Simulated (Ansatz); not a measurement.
# How much does Al in Cu(100), 2x2 scatter?, part 2 of 3

Aim: the resistance that Al in Cu(100), 2x2 adds to the host.

Ansatz 0.2.0; Ansatz plane-wave DFT, PBE, PAW files; ballistic transport by layer matching (Landauer), zero bias; PAW set soft_1 (the session's first sound run).

So far, resistivity per at.% scaled from this dense plane, with the factor 3/4 for isotropic scattering (µΩ cm): step 3 (resistance at ideal sites) 2.01.

**4. Relaxing the neighbours**

The neighbours of the defect are let go while the lead's layers stay on their sites, since a lead must repeat to 0.01 Å.

This step: Ansatz plane-wave DFT, PBE, PAW files; relaxation with the lead's layers held; PAW set soft_1 (Ansatz 0.2.0).

The input, input.yaml:

```yaml
crystal:
  lattice:
    - [5.1123254594, 0.0, 0.0]
    - [0.0, 5.1123254594, 0.0]
    - [0.0, 0.0, 25.30472]
  atoms:
    - { symbol: Cu, position: [0.0, 0.0, 0.0357142857] }
    - { symbol: Cu, position: [0.0, 0.5, 0.0357142857] }
    - { symbol: Cu, position: [0.5, 0.0, 0.0357142857] }
    - { symbol: Cu, position: [0.5, 0.5, 0.0357142857] }
    - { symbol: Cu, position: [0.25, 0.25, 0.1071428571] }
    - { symbol: Cu, position: [0.25, 0.75, 0.1071428571] }
    - { symbol: Cu, position: [0.75, 0.25, 0.1071428571] }
    - { symbol: Cu, position: [0.75, 0.75, 0.1071428571] }
    - { symbol: Cu, position: [0.0, 0.0, 0.1785714286] }
    - { symbol: Cu, position: [0.0, 0.5, 0.1785714286] }
    - { symbol: Cu, position: [0.5, 0.0, 0.1785714286] }
    - { symbol: Cu, position: [0.5, 0.5, 0.1785714286] }
    - { symbol: Cu, position: [0.25, 0.25, 0.25] }
    - { symbol: Cu, position: [0.25, 0.75, 0.25] }
    - { symbol: Cu, position: [0.75, 0.25, 0.25] }
    - { symbol: Cu, position: [0.75, 0.75, 0.25] }
    - { symbol: Cu, position: [0.0, 0.0, 0.3214285714] }
    - { symbol: Cu, position: [0.0, 0.5, 0.3214285714] }
    - { symbol: Cu, position: [0.5, 0.0, 0.3214285714] }
    - { symbol: Cu, position: [0.5, 0.5, 0.3214285714] }
    - { symbol: Cu, position: [0.25, 0.25, 0.3928571429] }
    - { symbol: Cu, position: [0.25, 0.75, 0.3928571429] }
    - { symbol: Cu, position: [0.75, 0.25, 0.3928571429] }
    - { symbol: Cu, position: [0.75, 0.75, 0.3928571429] }
    - { symbol: Cu, position: [0.0, 0.0, 0.4642857143] }
    - { symbol: Cu, position: [0.0, 0.5, 0.4642857143] }
    - { symbol: Cu, position: [0.5, 0.0, 0.4642857143] }
    - { symbol: Cu, position: [0.5, 0.5, 0.4642857143] }
    - { symbol: Al, position: [0.25, 0.25, 0.5357142857] }
    - { symbol: Cu, position: [0.25, 0.75, 0.5357142857] }
    - { symbol: Cu, position: [0.75, 0.25, 0.5357142857] }
    - { symbol: Cu, position: [0.75, 0.75, 0.5357142857] }
    - { symbol: Cu, position: [0.0, 0.0, 0.6071428571] }
    - { symbol: Cu, position: [0.0, 0.5, 0.6071428571] }
    - { symbol: Cu, position: [0.5, 0.0, 0.6071428571] }
    - { symbol: Cu, position: [0.5, 0.5, 0.6071428571] }
    - { symbol: Cu, position: [0.25, 0.25, 0.6785714286] }
    - { symbol: Cu, position: [0.25, 0.75, 0.6785714286] }
    - { symbol: Cu, position: [0.75, 0.25, 0.6785714286] }
    - { symbol: Cu, position: [0.75, 0.75, 0.6785714286] }
    - { symbol: Cu, position: [0.0, 0.0, 0.75] }
    - { symbol: Cu, position: [0.0, 0.5, 0.75] }
    - { symbol: Cu, position: [0.5, 0.0, 0.75] }
    - { symbol: Cu, position: [0.5, 0.5, 0.75] }
    - { symbol: Cu, position: [0.25, 0.25, 0.8214285714] }
    - { symbol: Cu, position: [0.25, 0.75, 0.8214285714] }
    - { symbol: Cu, position: [0.75, 0.25, 0.8214285714] }
    - { symbol: Cu, position: [0.75, 0.75, 0.8214285714] }
    - { symbol: Cu, position: [0.0, 0.0, 0.8928571429] }
    - { symbol: Cu, position: [0.0, 0.5, 0.8928571429] }
    - { symbol: Cu, position: [0.5, 0.0, 0.8928571429] }
    - { symbol: Cu, position: [0.5, 0.5, 0.8928571429] }
    - { symbol: Cu, position: [0.25, 0.25, 0.9642857143] }
    - { symbol: Cu, position: [0.25, 0.75, 0.9642857143] }
    - { symbol: Cu, position: [0.75, 0.25, 0.9642857143] }
    - { symbol: Cu, position: [0.75, 0.75, 0.9642857143] }
kpoints:
  mp_grid: { grid: [4, 4, 1] }
hamiltonian:
  xc: pbe
  pseudopotentials: { kind: paw, azcp: { folder: soft_1 } }
scf:
  occupations: { method: fermi_dirac, width: 0.1 }
relax:
  f_tol: 0.03
  max_steps: 40
  constraints:
    - { sites: [0, 1, 2, 3, 4, 5, 6, 7, 8, 9, 10, 11, 12, 13, 14, 15, 40, 41, 42, 43, 44, 45, 46, 47, 48, 49, 50, 51, 52, 53, 54, 55] }
```

Started as:

```
$ ansatz run input.yaml --threads 4 --pin off --max-ram 15360MiB --backend cpu --events-out ev --progress --plain --runs-dir out
```

Numbers of over 12 decimals in the logs are rounded to 6 here.

Output:

```text
Warning: crystal.symmetry: narrowed to the stabiliser of the relax constraints — unitary ops 16 → 8; lowered at sites 16, 17, 18, 19, 40, 41, 42, 43 (the operations that carried what is held of a site onto what its image site leaves free; the constrained walk keeps no symmetry that its constraints do not admit)
[...]
Crystal: 56 atoms, lattice volume = 661.361 Å³
Basis set: ecut = 420 eV, 12885 PW (Γ), exchange–correlation on 72×72×360 points (8 copies of the dense FFT grid, shifted against one another)
Bands: 629, of which v1, the nominal top of the filled ones, is band 524 counted from 1 (523 counted from 0)
Symmetry: 8 space group operations
k-points: 6 of 16
[...]
SCF iter   1: F=—  HF=-364979.290630 eV  |F-HF|=—  |Δ(HF+E_count)|=         —  Δρ=2.80e-1  dr2=6.83e2  ethr=3.10e-3  ⟨swp⟩=4.5  Hψ=11534  notcnv=0  defer=3
[...]
SCF iter  13: F=-364923.136935 eV  HF=-364923.136944 eV  |F-HF|=8.73e-6  |Δ(HF+E_count)|=   1.68e-6  Δρ=1.48e-5  dr2=7.77e-6  ethr=2.15e-9  ⟨swp⟩=2.5  Hψ=7810  notcnv=0
SCF 1 converged in 13 iterations: F = -364923.136935 eV  dr2 = 7.77e-6
[...]
relax step   1: F+E_penalty+E_count = -364923.13693522 eV  Δ(F+E_penalty+E_count) = +0.000e0 eV  max|allowed force component| = 9.325e-2 eV/Å  Δτ_max = 0.0000 Å  (13 SCF iters, dr2 threshold 2.25e-5 eV, accepted)
[...]
iter 1 solved again at ethr=3.23e-7 eV; its pass at ethr=3.10e-3 eV (dr2=3.39e-3 eV) is discarded
[...]
SCF iter   9: F=-364923.143745 eV  HF=-364923.143745 eV  |F-HF|=2.76e-8  |Δ(HF+E_count)|=   1.24e-8  Δρ=8.87e-7  dr2=2.91e-8  ethr=9.54e-12  ⟨swp⟩=2.0  Hψ=9996  notcnv=0
SCF 2 converged in 9 iterations: F = -364923.143745 eV  dr2 = 2.91e-8
relax step   2: F+E_penalty+E_count = -364923.14374465 eV  Δ(F+E_penalty+E_count) = -6.809e-3 eV  max|allowed force component| = 5.531e-2 eV/Å  Δτ_max = 0.0107 Å  (9 SCF iters, accepted)
SCF iter   1: F=—  HF=-364923.150326 eV  |F-HF|=—  |Δ(HF+E_count)|=         —  Δρ=1.49e-3  dr2=7.43e-3  ethr=7.21e-6  ⟨swp⟩=5.0  Hψ=8117  notcnv=0  defer=468
[...]
SCF iter  10: F=-364923.147561 eV  HF=-364923.147561 eV  |F-HF|=6.47e-8  |Δ(HF+E_count)|=   3.78e-9  Δρ=1.08e-6  dr2=6.34e-8  ethr=9.54e-12  ⟨swp⟩=3.0  Hψ=9640  notcnv=0
SCF 3 converged in 10 iterations: F = -364923.147561 eV  dr2 = 6.34e-8
relax step   3: F+E_penalty+E_count = -364923.14756051 eV  Δ(F+E_penalty+E_count) = -3.816e-3 eV  max|allowed force component| = 2.822e-3 eV/Å  Δτ_max = 0.0166 Å  (10 SCF iters, accepted)
SCF converged after 10 iterations
Free energy (F): -364923.147561 eV
[...]
Internal energy: -364922.368942 eV  (E = F + TS)
E sigma→0 (E₀):  -364922.758251 eV
Entropy (-TS):   -0.778619 eV (-13.904 meV/atom)
Fermi energy:    16.320530 eV
[...]
--- Forces (eV/Å), atoms counted from 1 ---
  atom   1  Cu     0.00059081     0.00059081    -0.00010185
  atom   2  Cu     0.00059081    -0.00059081    -0.00010185
  atom   3  Cu    -0.00059081     0.00059081    -0.00010185
  atom   4  Cu    -0.00059081    -0.00059081    -0.00010185
  atom   5  Cu    -0.00000000     0.00000000    -0.00484978
  atom   6  Cu     0.00000000     0.00000000     0.00388801
  atom   7  Cu     0.00000000     0.00000000     0.00388801
  atom   8  Cu    -0.00000000     0.00000000     0.00162203
  atom   9  Cu    -0.00027325    -0.00027325     0.00161568
  atom  10  Cu    -0.00027325     0.00027325     0.00161568
  atom  11  Cu     0.00027325    -0.00027325     0.00161568
  atom  12  Cu     0.00027325     0.00027325     0.00161568
  atom  13  Cu     0.00000000     0.00000000    -0.04514799
  atom  14  Cu     0.00000000     0.00000000    -0.02675990
  atom  15  Cu    -0.00000000     0.00000000    -0.02675990
  atom  16  Cu     0.00000000     0.00000000    -0.04728139
  atom  17  Cu    -0.00012468    -0.00012468    -0.00004950
  atom  18  Cu    -0.00012468     0.00012468    -0.00004950
  atom  19  Cu     0.00012468    -0.00012468    -0.00004950
  atom  20  Cu     0.00012468     0.00012468    -0.00004950
  atom  21  Cu     0.00000000     0.00000000    -0.00248424
  atom  22  Cu    -0.00000000     0.00000000     0.00264020
  atom  23  Cu     0.00000000     0.00000000     0.00264020
  atom  24  Cu    -0.00000000     0.00000000    -0.00218617
  atom  25  Cu     0.00030468     0.00030468     0.00014385
  atom  26  Cu     0.00030468    -0.00030468     0.00014385
  atom  27  Cu    -0.00030468     0.00030468     0.00014385
  atom  28  Cu    -0.00030468    -0.00030468     0.00014385
  atom  29  Al     0.00000000     0.00000000    -0.00009280
  atom  30  Cu     0.00000000     0.00000000     0.00006517
  atom  31  Cu     0.00000000     0.00000000     0.00006517
  atom  32  Cu    -0.00000000     0.00000000     0.00011968
  atom  33  Cu     0.00030470     0.00030470    -0.00004662
  atom  34  Cu     0.00030470    -0.00030470    -0.00004662
  atom  35  Cu    -0.00030470     0.00030470    -0.00004662
  atom  36  Cu    -0.00030470    -0.00030470    -0.00004662
  atom  37  Cu    -0.00000000     0.00000000     0.00238532
  atom  38  Cu    -0.00000000     0.00000000    -0.00282232
  atom  39  Cu     0.00000000     0.00000000    -0.00282232
  atom  40  Cu     0.00000000     0.00000000     0.00194031
[...]
atom  45  Cu     0.00000000     0.00000000     0.00506429
  atom  46  Cu     0.00000000     0.00000000    -0.01286204
  atom  47  Cu    -0.00000000     0.00000000    -0.01286204
  atom  48  Cu    -0.00000000     0.00000000     0.00789490
  atom  49  Cu    -0.00025415    -0.00025415    -0.00337672
  atom  50  Cu    -0.00025415     0.00025415    -0.00337672
  atom  51  Cu     0.00025415    -0.00025415    -0.00337672
  atom  52  Cu     0.00025415     0.00025415    -0.00337672
  atom  53  Cu    -0.00000000     0.00000000     0.00484165
  atom  54  Cu     0.00000000     0.00000000    -0.00382020
  atom  55  Cu     0.00000000     0.00000000    -0.00382020
  atom  56  Cu    -0.00000000     0.00000000    -0.00158668
  max |Σ_I F_I| component: 1.79e-5 eV/Å
--- Relaxed structure (3 steps of the walk, 3 accepted, 0 SCFs on fresh bases) ---
  F+E_penalty+E_count = -364923.14756051 eV   max|allowed force component| = 2.822e-3 eV/Å
  atoms:
    - { symbol: Cu, position: [0.0, 0.0, 0.035714] }
    - { symbol: Cu, position: [0.0, 0.500000, 0.035714] }
    - { symbol: Cu, position: [0.500000, 0.0, 0.035714] }
    - { symbol: Cu, position: [0.500000, 0.500000, 0.035714] }
    - { symbol: Cu, position: [0.250000, 0.250000, 0.107143] }
    - { symbol: Cu, position: [0.250000, 0.750000, 0.107143] }
    - { symbol: Cu, position: [0.750000, 0.250000, 0.107143] }
    - { symbol: Cu, position: [0.750000, 0.750000, 0.107143] }
    - { symbol: Cu, position: [0.0, 0.0, 0.178571] }
    - { symbol: Cu, position: [0.0, 0.500000, 0.178571] }
    - { symbol: Cu, position: [0.500000, 0.0, 0.178571] }
    - { symbol: Cu, position: [0.500000, 0.500000, 0.178571] }
    - { symbol: Cu, position: [0.250000, 0.250000, 0.250000] }
    - { symbol: Cu, position: [0.250000, 0.750000, 0.250000] }
    - { symbol: Cu, position: [0.750000, 0.250000, 0.250000] }
    - { symbol: Cu, position: [0.750000, 0.750000, 0.250000] }
    - { symbol: Cu, position: [1.5575207936921793e-5, 1.5575207936921793e-5, 0.321004] }
    - { symbol: Cu, position: [1.5575207936921793e-5, 0.499984, 0.321004] }
    - { symbol: Cu, position: [0.499984, 1.5575207936921793e-5, 0.321004] }
    - { symbol: Cu, position: [0.499984, 0.499984, 0.321004] }
    - { symbol: Cu, position: [0.250000, 0.250000, 0.391781] }
    - { symbol: Cu, position: [0.250000, 0.750000, 0.392161] }
    - { symbol: Cu, position: [0.750000, 0.250000, 0.392161] }
    - { symbol: Cu, position: [0.750000, 0.750000, 0.391849] }
    - { symbol: Cu, position: [-0.000312973, -0.000312973, 0.463292] }
    - { symbol: Cu, position: [-0.000312973, 0.500313, 0.463292] }
    - { symbol: Cu, position: [0.500313, -0.000312973, 0.463292] }
    - { symbol: Cu, position: [0.500313, 0.500313, 0.463292] }
    - { symbol: Al, position: [0.250000, 0.250000, 0.535508] }
    - { symbol: Cu, position: [0.250000, 0.750000, 0.535509] }
    - { symbol: Cu, position: [0.750000, 0.250000, 0.535509] }
    - { symbol: Cu, position: [0.750000, 0.750000, 0.535509] }
    - { symbol: Cu, position: [-0.000310053, -0.000310053, 0.607725] }
    - { symbol: Cu, position: [-0.000310053, 0.500310, 0.607725] }
    - { symbol: Cu, position: [0.500310, -0.000310053, 0.607725] }
    - { symbol: Cu, position: [0.500310, 0.500310, 0.607725] }
    - { symbol: Cu, position: [0.250000, 0.250000, 0.679244] }
    - { symbol: Cu, position: [0.250000, 0.750000, 0.678860] }
    - { symbol: Cu, position: [0.750000, 0.250000, 0.678860] }
    - { symbol: Cu, position: [0.750000, 0.750000, 0.679169] }
    - { symbol: Cu, position: [0.0, 0.0, 0.750000] }
[...]
- { symbol: Cu, position: [0.250000, 0.250000, 0.821429] }
    - { symbol: Cu, position: [0.250000, 0.750000, 0.821429] }
    - { symbol: Cu, position: [0.750000, 0.250000, 0.821429] }
    - { symbol: Cu, position: [0.750000, 0.750000, 0.821429] }
    - { symbol: Cu, position: [0.0, 0.0, 0.892857] }
    - { symbol: Cu, position: [0.0, 0.500000, 0.892857] }
    - { symbol: Cu, position: [0.500000, 0.0, 0.892857] }
    - { symbol: Cu, position: [0.500000, 0.500000, 0.892857] }
    - { symbol: Cu, position: [0.250000, 0.250000, 0.964286] }
    - { symbol: Cu, position: [0.250000, 0.750000, 0.964286] }
    - { symbol: Cu, position: [0.750000, 0.250000, 0.964286] }
    - { symbol: Cu, position: [0.750000, 0.750000, 0.964286] }
```

It took 7.1 min on 4 threads of Arm Neoverse V1, shared host; peak memory 6.6 GiB; 28 min of CPU time.

The steps of the relaxation:

| step | energy less that of the first step (eV) | largest force component (eV/Å) |
| --- | --- | --- |
| 1 | 0.0000 | 0.0932 |
| 2 | -0.0068 | 0.0553 |
| 3 | -0.0106 | 0.0028 |

The atoms that moved most (Å):

```
atom      dx      dy      dz  length
Cu21   0.000   0.000  -0.027   0.027
Cu24   0.000   0.000  -0.026   0.026
Cu25  -0.002  -0.002  -0.025   0.025
Cu26  -0.002   0.002  -0.025   0.025
Cu27   0.002  -0.002  -0.025   0.025
Cu28   0.002   0.002  -0.025   0.025
Cu22   0.000   0.000  -0.018   0.018
Cu23   0.000   0.000  -0.018   0.018
```

Numbers from this step:

```yaml
free_energy: -364923.1476 eV
energy_at_zero_smearing: -364922.7583 eV
```

The largest force component on a free atom ends at 0.0028 eV/Å, under the tolerance of 0.03, after 3 steps.

(Continued in part 3 of 3.)

[Logs are printed without paths, hosts, clocks, repeated set-up lines and the standing remarks that a program may print on its own settings, such as how far it seeks lower states.]

[Hosts, paths, dates, database ids (printed as entryN), source tags and the programs' standing remarks are cut or masked in the printed files.]
